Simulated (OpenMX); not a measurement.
CuO, 2 atoms in the cell. The typed cell holds 2 atoms: a = 2.993 Å, b = 2.993 Å, c = 2.993 Å, α = 60.00°, β = 60.00°, γ = 60.00°. The cell comes from a database or a generator and needn't be the stable form of this composition. The cell isn't the ideal one: atom 1 moved by [0.0, 0.0354, 0.0354] A.

* Program: OpenMX 3.8.5
* Task: single point
* Functional: PBE
* Potentials or basis: OpenMX 2013 PBE set, Cu6.0H-s2p2d1, O6.0-s2p2, grid cutoff 700 Ry
* k mesh: 9 × 9 × 9
* Occupations: fermi-dirac, width 0.05 eV
* Spin: no spin polarisation
* Mixing scheme: rmm-diisk
* SCF threshold: 1e-08 Ha
* Solver: band
* Max SCF cycles: 100

Potentials or basis: OpenMX 2013 PBE set, Cu6.0H-s2p2d1, O6.0-s2p2, grid cutoff 700 Ry.

Command:

```bash
$ openmx CuO.dat -nt 1 > CuO.std
```

Hardware: 1 thread of Arm Neoverse V1, with other jobs on the host.

Problem. How long does it take, and how much memory?

Solution. Run time: 52 s on 1 thread of Arm Neoverse V1, with other jobs on the host, peak memory 0.71 GiB. Counts: k points 365, basis 21, scf iterations 17.
